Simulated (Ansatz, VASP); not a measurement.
## One calculation of CdS (Greenockite), two programs

The input INCAR:

```
SYSTEM = CdS
  ALGO = Normal
  EDIFF = 1E-6
  ENCUT = 520
  GGA = PE
  ISIF = 2
  ISMEAR = -1
  LASPH = .TRUE.
  LCHARG = .FALSE.
  LREAL = .FALSE.
  LWAVE = .FALSE.
  NELM = 100
  PREC = Accurate
  SIGMA = 0.05
```

Contents of KPOINTS:

```
k-points
0
G
  7 7 4
  0 0 0
```

File POSCAR:

```
CdS
1.0
    4.1500000000      0.0000000000      0.0000000000
   -2.0750000000      3.5940054257      0.0000000000
    0.0000000000      0.0000000000      6.7370000000
Cd S
2 2
Direct
    0.6666666667      0.3333333333      0.5000000000
    0.3333333333      0.6666666667      0.0000000000
    0.6666666667      0.3333333333      0.8750000000
    0.3333333333      0.6666666667      0.3750000000
```

File KPOINTS_OPT:

```
path GMKGALHA,LM,KH
20
line-mode
reciprocal
 0.0000000000  0.0000000000  0.0000000000  G
 0.5000000000  0.0000000000  0.0000000000  M

 0.5000000000  0.0000000000  0.0000000000  M
 0.3333333333  0.3333333333  0.0000000000  K

 0.3333333333  0.3333333333  0.0000000000  K
 0.0000000000  0.0000000000  0.0000000000  G

 0.0000000000  0.0000000000  0.0000000000  G
 0.0000000000  0.0000000000  0.5000000000  A

 0.0000000000  0.0000000000  0.5000000000  A
 0.5000000000  0.0000000000  0.5000000000  L

 0.5000000000  0.0000000000  0.5000000000  L
 0.3333333333  0.3333333333  0.5000000000  H

 0.3333333333  0.3333333333  0.5000000000  H
 0.0000000000  0.0000000000  0.5000000000  A

 0.5000000000  0.0000000000  0.5000000000  L
 0.5000000000  0.0000000000  0.0000000000  M

 0.3333333333  0.3333333333  0.0000000000  K
 0.3333333333  0.3333333333  0.5000000000  H
```

input.yaml

```yaml
crystal:
  lattice:
    - [4.15, 0.0, 0.0]
    - [-2.075, 3.5940054257, 0.0]
    - [0.0, 0.0, 6.737]
  atoms:
    - { symbol: Cd, position: [0.6666666667, 0.3333333333, 0.5] }
    - { symbol: Cd, position: [0.3333333333, 0.6666666667, 0.0] }
    - { symbol: S, position: [0.6666666667, 0.3333333333, 0.875] }
    - { symbol: S, position: [0.3333333333, 0.6666666667, 0.375] }
hamiltonian:
  xc: pbe
  pseudopotentials: { kind: paw }
kpoints:
  mp_grid: { grid: [7, 7, 4] }
  band_path:
    path:
      - [[0.0, 0.0, 0.0], [0.5, 0.0, 0.0], [0.3333333333, 0.3333333333, 0.0], [0.0, 0.0, 0.0], [0.0, 0.0, 0.5], [0.5, 0.0, 0.5], [0.3333333333, 0.3333333333, 0.5], [0.0, 0.0, 0.5]]
      - [[0.5, 0.0, 0.5], [0.5, 0.0, 0.0]]
      - [[0.3333333333, 0.3333333333, 0.0], [0.3333333333, 0.3333333333, 0.5]]
    npoints: 14
scf:
  occupations: { method: fermi_dirac, width: 0.05 }
  n_extra_bands: 10
output:
  forces: true
  stress: true
  eigenvalues: true
  fatbands: false
  write_density: true
  write_potential: true
  elf: true
  volumetric_format: npy
```

Alike in both runs: task band structure; functional PBE; k mesh 7 × 7 × 4; occupations fermi-dirac, width 0.05 eV; no spin polarisation.

|  | VASP | Ansatz |
| --- | --- | --- |
| version | VASP 6.6.1 | Ansatz 0.2.0 |
| potentials or method | VASP PAW PBE potentials, release 54 (Cd, S) | Ansatz PAW |
| plane-wave cutoff (eV) | 520 | 420 |
| valence electrons in the cell | 36 | 52 |

|  | VASP | Ansatz | Ansatz less VASP |
| --- | --- | --- | --- |
| gap on the k mesh at the Fermi level (eV) | 1.20 | 1.20 | -0.002 |
| least direct gap on the mesh (eV) | 1.20 | 1.20 | -0.002 |
| gap along the band path (eV) | 1.20 | 1.20 | -0.002 |
| pressure (GPa) | 2.4 | 2.1 | -0.34 |
| largest component of the traceless stress (GPa) | 0.44 | 0.42 | -0.014 |
| rms of the force components (eV/Å) | 0.040 | 0.039 | -0.0008 |

Atom by atom the forces differ by 0.001 eV/Å (rms over components). The two sets of potentials don't hold the same shells in valence.

A hybrid or GW would open this gap; PBE tends to underestimate it.
